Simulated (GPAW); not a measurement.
# Ta (P6_3/mmc) in GPAW: settings compared

Aim: see how the results for Ta move with the level of theory and the settings. Levels: PBEsol, PBEsol+D3, PBEsol+D3(BJ), PBEsol+D3(BJ)+ATM. Tasks: relaxation of cell and atoms.

Program: GPAW 26.7.0. These are calculated values, not measurements. Logs are shortened: lines on timing, memory, paths and dates and some standing lists are left out, and cuts for length are marked. The log counts tension as positive stress, the text compression.

## 1. Starting point

Symmetry: P6_3/mmc, No. 194, hexagonal system. Conventional cell: a = 2.900 Å, b = 2.900 Å, c = 5.166 Å, α = 90.00°, β = 90.00°, γ = 120.00°. Ta (site symmetry -6m2) is surrounded by 12 Ta at 2.90 to 3.08 Å.

This isn't the form of Ta at room conditions, which is bcc.

## 2. Relaxation of cell and atoms, PBEsol

Contents of run.py:

```python
from ase import Atoms
from ase.filters import FrechetCellFilter
from ase.io import write
from ase.optimize import BFGS
from gpaw import GPAW, PW, setup_paths

setup_paths.insert(0, '.')

atoms = Atoms(['Ta', 'Ta'],
              cell=[[2.9003720726, 0.0, 0.0],
                    [-1.4501860363, 2.5117958953, 0.0],
                    [0.0, 0.0, 5.166274]],
              scaled_positions=[[0.3333333333, 0.6666666667, 0.25],
                                [0.6666666667, 0.3333333333, 0.75]],
              pbc=True)

calc = GPAW(mode=PW(600),
            xc='PBEsol',
            kpts={'size': (9, 9, 5), 'gamma': True},
            occupations={'name': 'fermi-dirac', 'width': 0.05},
            nbands=26,
            convergence={'density': 1e-05, 'forces': 0.0001},
            maxiter=150,
            txt='gpaw.txt')
atoms.calc = calc
opt = BFGS(FrechetCellFilter(atoms), trajectory='relax.traj', logfile='-')
done = opt.run(fmax=0.02, steps=60)
calc.write('gs.gpw')
write('result.traj', atoms)
print('Converged:', done)
print('Cell:', atoms.cell.cellpar().round(4))
print('Volume:', round(atoms.get_volume(), 4))
print(atoms.get_scaled_positions().round(5))
```

Potentials or basis: PAW data sets generated in the run's folder for this functional, pw.

On the command line:

```sh
$ gpaw-setup -f PBEsol Ta
$ OMP_NUM_THREADS=1 python run.py
```

gpaw.txt:

```text
__  _  _
 | _ |_)|_||  |
 |__||  | ||/\| - 26.7.0

Input parameters:
  mode=PW(ecut=600.0),
  convergence={'density': 1e-05, 'forces': 0.0001},
  kpts=MonkhorstPack(size=(9, 9, 5), gamma=True),
  maxiter=150,
  nbands=26,
  occupations=Occupations(name='fermi-dirac', width=0.05),
  xc=XC(name='PBEsol')

Diagonalizing LCAO Hamiltonian
Converting LCAO to pw mode

          Ta

        Ta

Atoms  # Å, Bohr magnetons
|   | symbol |         x |        y |        z |    initial magnetic moments |
|---|--------|-----------|----------|----------|-----------------------------|
| 0 |     Ta | -0.000000 | 1.674531 | 1.291568 | ( 0.0000,  0.0000,  0.0000) |
| 1 |     Ta |  1.450186 | 0.837265 | 3.874705 | ( 0.0000,  0.0000,  0.0000) |

Unit cell  # Å
| periodic |         x |        y |        z |  lengths |     angles |
|----------|-----------|----------|----------|----------|------------|
|      yes |  2.900372 | 0.000000 | 0.000000 | 2.900372 |  90.000000 |
|      yes | -1.450186 | 2.511796 | 0.000000 | 2.900372 |  90.000000 |
|      yes |  0.000000 | 0.000000 | 5.166274 | 5.166274 | 120.000000 |

Number of symmetries: 12
Symmetry operations  # r_c * U_cc + t_c -> r_c
|    | kind |            matrix            |
|----|------|------------------------------|
|  0 |  σ   |  1, 1, 0,  0,-1, 0,  0, 0, 1 |
|  1 |  S6  |  1, 1, 0, -1, 0, 0,  0, 0,-1 |
|  2 |  E   |  1, 0, 0,  0, 1, 0,  0, 0, 1 |
|  3 |  C2  |  1, 0, 0, -1,-1, 0,  0, 0,-1 |
|  4 |  C2  |  0, 1, 0,  1, 0, 0,  0, 0,-1 |
|  5 |  C3  |  0, 1, 0, -1,-1, 0,  0, 0, 1 |
|  6 |  S6  |  0,-1, 0,  1, 1, 0,  0, 0,-1 |
|  7 |  σ   |  0,-1, 0, -1, 0, 0,  0, 0, 1 |
|  8 |  σ   | -1, 0, 0,  1, 1, 0,  0, 0, 1 |
[... 172 lines left out ...]
Stress tensor  # eV/Ang^3
|        x |        y |        z |
|----------|----------|----------|
| 0.048128 | 0.000000 | 0.000000 |
| 0.000000 | 0.048128 | 0.000000 |
| 0.000000 | 0.000000 | 0.031595 |

Forces  # eV/Ang
|       x |        y |        z |
|---------|----------|----------|
| 0.00000 |  0.00000 | -0.00000 |  # Ta   0
| 0.00000 | -0.00000 |  0.00000 |  # Ta   1

Interpolating wave functions to new cell

          Ta

        Ta

Atoms  # Å, Bohr magnetons
|   | symbol |         x |        y |        z |    initial magnetic moments |
|---|--------|-----------|----------|----------|-----------------------------|
| 0 |     Ta | -0.000000 | 1.663733 | 1.286095 | ( 0.0000,  0.0000,  0.0000) |
| 1 |     Ta |  1.440835 | 0.831866 | 3.858285 | ( 0.0000,  0.0000,  0.0000) |

Unit cell  # Å
| periodic |         x |         y |        z |  lengths |     angles |
|----------|-----------|-----------|----------|----------|------------|
|      yes |  2.881669 | -0.000000 | 0.000000 | 2.881669 |  90.000000 |
|      yes | -1.440835 |  2.495599 | 0.000000 | 2.881669 |  90.000000 |
|      yes |  0.000000 |  0.000000 | 5.144379 | 5.144379 | 120.000000 |

Number of symmetries: 12
Symmetry operations  # r_c * U_cc + t_c -> r_c
|    | kind |            matrix            |
|----|------|------------------------------|
|  0 |  σ   |  1, 1, 0,  0,-1, 0,  0, 0, 1 |
|  1 |  S6  |  1, 1, 0, -1, 0, 0,  0, 0,-1 |
|  2 |  E   |  1, 0, 0,  0, 1, 0,  0, 0, 1 |
|  3 |  C2  |  1, 0, 0, -1,-1, 0,  0, 0,-1 |
|  4 |  C2  |  0, 1, 0,  1, 0, 0,  0, 0,-1 |
|  5 |  C3  |  0, 1, 0, -1,-1, 0,  0, 0, 1 |
|  6 |  S6  |  0,-1, 0,  1, 1, 0,  0, 0,-1 |
|  7 |  σ   |  0,-1, 0, -1, 0, 0,  0, 0, 1 |
|  8 |  σ   | -1, 0, 0,  1, 1, 0,  0, 0, 1 |
[... 113 lines left out ...]
SCF iterations
|iter     | |      energy | eigst |  dens |force |
|---------|-|-------------|-------|-------|------|
|iter:   1| |  -20.595834 | -1.48 |       |      |
|iter:   2| |  -20.593819 | -4.31 | -2.13 |      |
|iter:   3| |  -20.584503c| -3.28 | -2.16 |      |
|iter:   4| |  -20.584845c| -4.85 | -3.06 |      |
|iter:   5| |  -20.585011c| -6.30 | -3.41 |      |
|iter:   6| |  -20.585015c| -7.94c| -4.24 |      |
|iter:   7| |  -20.585015c| -8.37c| -4.99 |      |
|iter:   8| |  -20.585015c| -9.51c| -5.64c|      |
|iter:   9| |  -20.585015c|-10.15c| -6.47c|-4.06c|

Converged in 9 steps
Energy contributions relative to reference atoms: (reference = -848092.280618)

Energy contributions:
  Kinetic:          10.364572
  Coulomb:         -11.685910
  Zero:             -0.529431
  External:          0.000000
  Xc:              -18.721871
  Entropy:          -0.024751
  Spinorbit:         0.000000
  ----------------------------
  Free energy:     -20.597391
  Extrapolated:    -20.585015
[... 58 lines left out ...]
|----------|-----------|-----------|-----------|----------|------------|
|      yes |  2.858796 | -0.000000 | -0.000000 | 2.858796 |  90.000000 |
|      yes | -1.429398 |  2.475790 | -0.000000 | 2.858796 |  90.000000 |
|      yes |  0.000000 | -0.000000 |  5.122802 | 5.122802 | 120.000000 |

Number of symmetries: 12
Symmetry operations  # r_c * U_cc + t_c -> r_c
|    | kind |            matrix            |
|----|------|------------------------------|
|  0 |  σ   |  1, 1, 0,  0,-1, 0,  0, 0, 1 |
|  1 |  S6  |  1, 1, 0, -1, 0, 0,  0, 0,-1 |
|  2 |  E   |  1, 0, 0,  0, 1, 0,  0, 0, 1 |
|  3 |  C2  |  1, 0, 0, -1,-1, 0,  0, 0,-1 |
|  4 |  C2  |  0, 1, 0,  1, 0, 0,  0, 0,-1 |
|  5 |  C3  |  0, 1, 0, -1,-1, 0,  0, 0, 1 |
|  6 |  S6  |  0,-1, 0,  1, 1, 0,  0, 0,-1 |
|  7 |  σ   |  0,-1, 0, -1, 0, 0,  0, 0, 1 |
|  8 |  σ   | -1, 0, 0,  1, 1, 0,  0, 0, 1 |
[... 169 lines left out ...]
No gap
No difference between direct/indirect transitions

Stress tensor  # eV/Ang^3
|        x |        y |         z |
|----------|----------|-----------|
| 0.000654 | 0.000000 |  0.000000 |
| 0.000000 | 0.000654 |  0.000000 |
| 0.000000 | 0.000000 | -0.005867 |

Forces  # eV/Ang
|        x |        y |        z |
|----------|----------|----------|
|  0.00000 |  0.00000 | -0.00004 |  # Ta   0
| -0.00000 | -0.00000 |  0.00004 |  # Ta   1
[... 7 lines left out ...]
Atoms  # Å, Bohr magnetons
|   | symbol |         x |        y |        z |    initial magnetic moments |
|---|--------|-----------|----------|----------|-----------------------------|
| 0 |     Ta | -0.000000 | 1.650482 | 1.281679 | ( 0.0000,  0.0000,  0.0000) |
| 1 |     Ta |  1.429359 | 0.825241 | 3.845031 | ( 0.0000,  0.0000,  0.0000) |

Unit cell  # Å
| periodic |         x |         y |         z |  lengths |     angles |
|----------|-----------|-----------|-----------|----------|------------|
|      yes |  2.858718 | -0.000000 |  0.000000 | 2.858718 |  90.000000 |
|      yes | -1.429359 |  2.475723 | -0.000000 | 2.858718 |  90.000000 |
|      yes |  0.000000 | -0.000000 |  5.126710 | 5.126710 | 120.000000 |

Number of symmetries: 12
Symmetry operations  # r_c * U_cc + t_c -> r_c
|    | kind |            matrix            |
|----|------|------------------------------|
|  0 |  σ   |  1, 1, 0,  0,-1, 0,  0, 0, 1 |
|  1 |  S6  |  1, 1, 0, -1, 0, 0,  0, 0,-1 |
|  2 |  E   |  1, 0, 0,  0, 1, 0,  0, 0, 1 |
|  3 |  C2  |  1, 0, 0, -1,-1, 0,  0, 0,-1 |
|  4 |  C2  |  0, 1, 0,  1, 0, 0,  0, 0,-1 |
|  5 |  C3  |  0, 1, 0, -1,-1, 0,  0, 0, 1 |
|  6 |  S6  |  0,-1, 0,  1, 1, 0,  0, 0,-1 |
|  7 |  σ   |  0,-1, 0, -1, 0, 0,  0, 0, 1 |
|  8 |  σ   | -1, 0, 0,  1, 1, 0,  0, 0, 1 |
[... 113 lines left out ...]
SCF iterations
|iter     | |      energy | eigst |  dens |force |
|---------|-|-------------|-------|-------|------|
|iter:   1| |  -20.594796 | -3.45 |       |      |
|iter:   2| |  -20.594784 | -6.54 | -3.16 |      |
|iter:   3| |  -20.594730c| -5.63 | -3.20 |      |
|iter:   4| |  -20.594731c| -7.51c| -4.18 |      |
|iter:   5| |  -20.594731c| -8.66c| -4.58 |      |
|iter:   6| |  -20.594731c| -9.16c| -5.73c|      |
|iter:   7| |  -20.594731c| -9.41c| -5.75c|-3.32 |
|iter:   8| |  -20.594731c|-10.31c| -6.30c|-4.57c|

Converged in 8 steps
Energy contributions relative to reference atoms: (reference = -848092.280618)

Energy contributions:
  Kinetic:          14.709428
  Coulomb:         -15.260851
  Zero:             -0.532202
  External:          0.000000
  Xc:              -19.499340
  Entropy:          -0.023531
  Spinorbit:         0.000000
  ----------------------------
  Free energy:     -20.606497
  Extrapolated:    -20.594731
[... 28 lines left out ...]
No gap
No difference between direct/indirect transitions

Stress tensor  # eV/Ang^3
|         x |         y |         z |
|-----------|-----------|-----------|
|  0.001155 | -0.000000 |  0.000000 |
| -0.000000 |  0.001155 |  0.000000 |
|  0.000000 | -0.000000 | -0.004365 |

Forces  # eV/Ang
|        x |        y |        z |
|----------|----------|----------|
| -0.00000 | -0.00000 | -0.00002 |  # Ta   0
|  0.00000 |  0.00000 |  0.00002 |  # Ta   1
[... 7 lines left out ...]
Atoms  # Å, Bohr magnetons
|   | symbol |         x |        y |        z |    initial magnetic moments |
|---|--------|-----------|----------|----------|-----------------------------|
| 0 |     Ta | -0.000000 | 1.649093 | 1.285309 | ( 0.0000,  0.0000,  0.0000) |
| 1 |     Ta |  1.428157 | 0.824547 | 3.855931 | ( 0.0000,  0.0000,  0.0000) |

Unit cell  # Å
| periodic |         x |        y |         z |  lengths |     angles |
|----------|-----------|----------|-----------|----------|------------|
|      yes |  2.856313 | 0.000000 | -0.000000 | 2.856313 |  90.000000 |
|      yes | -1.428157 | 2.473640 |  0.000000 | 2.856313 |  90.000000 |
|      yes |  0.000000 | 0.000000 |  5.141240 | 5.141240 | 120.000000 |

Number of symmetries: 12
Symmetry operations  # r_c * U_cc + t_c -> r_c
|    | kind |            matrix            |
|----|------|------------------------------|
|  0 |  σ   |  1, 1, 0,  0,-1, 0,  0, 0, 1 |
|  1 |  S6  |  1, 1, 0, -1, 0, 0,  0, 0,-1 |
|  2 |  E   |  1, 0, 0,  0, 1, 0,  0, 0, 1 |
|  3 |  C2  |  1, 0, 0, -1,-1, 0,  0, 0,-1 |
|  4 |  C2  |  0, 1, 0,  1, 0, 0,  0, 0,-1 |
|  5 |  C3  |  0, 1, 0, -1,-1, 0,  0, 0, 1 |
|  6 |  S6  |  0,-1, 0,  1, 1, 0,  0, 0,-1 |
|  7 |  σ   |  0,-1, 0, -1, 0, 0,  0, 0, 1 |
|  8 |  σ   | -1, 0, 0,  1, 1, 0,  0, 0, 1 |
[... 113 lines left out ...]
SCF iterations
|iter     | |      energy | eigst |  dens |force |
|---------|-|-------------|-------|-------|------|
|iter:   1| |  -20.596325 | -2.36 |       |      |
|iter:   2| |  -20.596162 | -5.38 | -2.57 |      |
|iter:   3| |  -20.595335c| -4.60 | -2.61 |      |
|iter:   4| |  -20.595331c| -6.54 | -3.59 |      |
|iter:   5| |  -20.595331c| -7.55c| -4.07 |      |
|iter:   6| |  -20.595331c| -8.15c| -5.12c|      |
|iter:   7| |  -20.595331c| -8.61c| -5.33c|-2.94 |
|iter:   8| |  -20.595331c| -9.35c| -5.75c|-4.10c|

Converged in 8 steps
Energy contributions relative to reference atoms: (reference = -848092.280618)

Energy contributions:
  Kinetic:          14.495848
  Coulomb:         -15.076786
  Zero:             -0.532151
  External:          0.000000
  Xc:              -19.470796
  Entropy:          -0.022894
  Spinorbit:         0.000000
  ----------------------------
  Free energy:     -20.606778
  Extrapolated:    -20.595331
[... 38 lines left out ...]
Forces  # eV/Ang
|        x |        y |        z |
|----------|----------|----------|
| -0.00000 | -0.00000 |  0.00002 |  # Ta   0
|  0.00000 |  0.00000 | -0.00002 |  # Ta   1

# Writing to gs.gpw (mode='')
```

It took 2.1 min on 1 thread of Arm Neoverse V2, shared host; peak memory 0.27 GiB.

What came out:

* Free energy: -20.6068 eV
* Relaxed volume: 18.16 Å³/atom
* Relaxed cell: a = 2.856 Å, b = 2.856 Å, c = 5.141 Å, α = 90.00°, β = 90.00°, γ = 120.00°
* Space group after relaxing (to 0.05 Å): P6_3/mmc (No. 194)
* Energy gained by relaxing: 16.4 meV/atom
* Ionic steps: 5
* Pressure after relaxing: -0.1 GPa
* Band gap on the k mesh: none (metal or under the smearing width)

Step by step:
| step | energy change (eV) | largest force (eV/Å) | pressure (GPa) | volume (Å³) |
| --- | --- | --- | --- | --- |
| 1 | 0.0000 | 0.0000 | -6.83 | 37.64 |
| 2 | -0.0224 | 0.0001 | -3.71 | 37.00 |
| 3 | -0.0319 | 0.0000 | 0.24 | 36.26 |
| 4 | -0.0321 | 0.0000 | 0.11 | 36.28 |
| 5 | -0.0327 | 0.0000 | -0.08 | 36.33 |

Final structure:
```
CELL_PARAMETERS angstrom
2.85631 0.00000 0.00000
-1.42816 2.47364 0.00000
0.00000 0.00000 5.14124
ATOMIC_POSITIONS crystal
Ta 0.33333 0.66667 0.25000
Ta 0.66667 0.33333 0.75000
```

Caveat: later steps reuse the first step's grids. Spin-orbit coupling is left out, which matters for the levels of Ta.

## 3. Relaxation of cell and atoms, PBEsol+D3

Edit run.py of step 2 so:

```diff
@@ -1,2 +1,3 @@
 from ase import Atoms
+from ase.calculators.mixing import SumCalculator
 from ase.filters import FrechetCellFilter
@@ -4,2 +5,3 @@
 from ase.optimize import BFGS
+from dftd3.ase import DFTD3
 from gpaw import GPAW, PW, setup_paths
@@ -24,3 +26,3 @@
             txt='gpaw.txt')
-atoms.calc = calc
+atoms.calc = SumCalculator([calc, DFTD3(method='pbesol', damping='d3zero')])
 opt = BFGS(FrechetCellFilter(atoms), trajectory='relax.traj', logfile='-')
```

Potentials or basis: PAW data sets generated in the run's folder for this functional, pw.

On the command line:

```sh
$ gpaw-setup -f PBEsol Ta
$ OMP_NUM_THREADS=1 python run.py
```

Run time: 2.3 min. Hardware: 1 thread of Arm Neoverse V2, shared host; peak memory 0.27 GiB.

The run converged. Its results:

* Free energy: -21.5695 eV
* Relaxed volume: 17.69 Å³/atom
* Relaxed cell: a = 2.831 Å, b = 2.831 Å, c = 5.097 Å, α = 90.00°, β = 90.00°, γ = 120.00°
* Space group after relaxing (to 0.05 Å): P6_3/mmc (No. 194)
* Energy gained by relaxing: 46.3 meV/atom
* Ionic steps: 6
* Pressure after relaxing: -0.1 GPa
* Band gap on the k mesh: none (metal or under the smearing width)
* Dispersion energy per atom: -0.489 eV

Stress tensor (GPa, compression positive):
```
-0.13  0.00  0.00
 0.00 -0.13  0.00
 0.00  0.00 -0.03
```

The path:
| step | energy change (eV) | largest force (eV/Å) | pressure (GPa) | volume (Å³) |
| --- | --- | --- | --- | --- |
| 1 | 0.0000 | 0.0000 | -11.77 | 37.64 |
| 2 | -0.0653 | 0.0001 | -6.59 | 36.54 |
| 3 | -0.0920 | 0.0001 | 0.53 | 35.26 |
| 4 | -0.0922 | 0.0000 | 0.05 | 35.34 |
| 5 | -0.0924 | 0.0000 | -0.07 | 35.36 |
| 6 | -0.0926 | 0.0000 | -0.10 | 35.38 |

Final structure:
```
Ta
1.0
     2.83100    0.00000    0.00000
    -1.41550    2.45172    0.00000
     0.00000    0.00000    5.09675
Ta
2
Direct
  0.33333 0.66667 0.25000
  0.66667 0.33333 0.75000
```

Levels at points of the mesh, in eV from the Fermi level:
| k point | band 11 | band 12 | band 13 | band 14 | band 15 | band 16 |
| --- | --- | --- | --- | --- | --- | --- |
| (0.00, 0.00, 0.00) | -0.77 | -0.03 | 0.59 | 0.59 | 1.18 | 1.18 |

Caveat: later steps reuse the first step's grids; pairwise dispersion overbinds metals, which lowers pressure and volume.

(Part 1 of 2 ends here.)
